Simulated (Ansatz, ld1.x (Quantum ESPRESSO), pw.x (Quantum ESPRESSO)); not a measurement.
# tantalum (Ta): one change to the ultrasoft potential, in the atom and in the sc crystal

* Element: tantalum
* Generator: ld1.x (Quantum ESPRESSO) 7.5
* Type: ultrasoft
* Functional: PBE
* Relativity: scalar-relativistic
* Frozen core: [Kr] 4d10 4f14 5s2
* Valence charge: 11
* Reference configuration: 5p6 5d4 6s1 6p0
* Partial waves: 6s (bound): rcut 2.55, rcutus 3.10 bohr; 6s channel at 0.15 Ry: rcut 2.55, rcutus 3.10 bohr; 5p (bound): rcut 2.00, rcutus 2.75 bohr; 6p (bound, empty): rcut 2.00, rcutus 2.75 bohr; 5d (bound): rcut 2.35, rcutus 2.70 bohr; 5d channel at 1.25 Ry: rcut 2.35, rcutus 2.70 bohr
* Local potential: all-electron potential smoothed inside 2.10 bohr (lloc = -2)
* Core correction: Bessel-smoothed model core inside 1.65 bohr
* Augmentation charge: PSQ, inside the norm-conserving radii

Change: local potential all-electron potential smoothed inside 2.80 bohr (lloc = -2).

Cutoffs, loose and tight: the cutoffs (Ry, on a coarse ladder) from which the occupation-weighted sum of valence levels, in a spherical-Bessel basis at the reference potential, stays within 10 and 1 mRy of its value at 400 Ry. They do not see the model core or the augmentation charge, which bear on the density cutoff. Test errors are all-electron minus pseudo excitation energies from the reference, over the configurations 5p6 5d3 6s2 6p0; 5p6 5d3 6s1 6p0; 5p6 5d3 6s0 6p0; 5p6 5d2 6s2 6p1; 5p6 5d3 6s0 6p1; 5p5 5d3 6s2 6p0; 5p6 5d3 6s1 6p1; variants that change the core or the reference have their own tests.

Crystal test: sc Ta in pw.x 7.5, no spin, 12³ k-points, Fermi–Dirac smearing 0.01 Ry, cutoffs set for each file from its atomic test. The reference is all-electron LAPW (Ansatz 0.2.0) with the same functional, mesh and smearing; V0 and B0 come from Birch–Murnaghan fits to the pressures at five volumes. Errors are pseudo minus all-electron; Δ is the rms difference of the E(V) curves that follow from these fits, minima aligned, over ±6 % about the mean V0. Mesh and smearing are coarse, so the numbers serve the comparison and aren't converged zero-temperature values; the lattice is a test structure that the element need not adopt.

All-electron: a0 = 2.742 Å (V0 = 20.63 Å³/atom), B0 = 143.1 GPa.

Question: Does the change bring the crystal closer to the all-electron result?

Answer: The mean pressure error goes from +0.46 to +3.16 GPa, so the change moves the solid further from the all-electron pressures.

| quantity | base | changed |
| --- | --- | --- |
| outcome (atom) | generated | generated |
| cutoff, loose (atom) | 12 Ry | 12 Ry |
| cutoff, tight (atom) | 21 Ry | 21 Ry |
| bound ghosts (atom) | none | none |
| largest test error (meV) (atom) | -948 over the solved tests; 1 of 7 tests not solved or not reliable | -962 over the solved tests; 1 of 7 tests not solved or not reliable |
| cutoffs in pw.x (Ry) | 40/460 | 40/460 |
| a0 (Å) | 2.742 | 2.755 |
| a0 error (%) | -0.00 | +0.47 |
| B0 error (%) | +18.7 | +19.0 |
| Δ (meV/atom) | 2.8 | 11.2 |
| mean pressure error (GPa) | +0.46 | +3.16 |

Base: The largest radius (3.10 bohr) exceeds half the bond length (2.58 bohr), so the spheres overlap, which is one possible source of error among others. This is a poor potential for the solid. Atomic configuration tests: 1 of 7 tests not solved or not reliable. Changed file: The largest radius (3.10 bohr) exceeds half the bond length (2.58 bohr), so the spheres overlap, which is one possible source of error among others. This is a poor potential for the solid. Atomic configuration tests: 1 of 7 tests not solved or not reliable. The atomic cutoffs weigh occupied waves only.
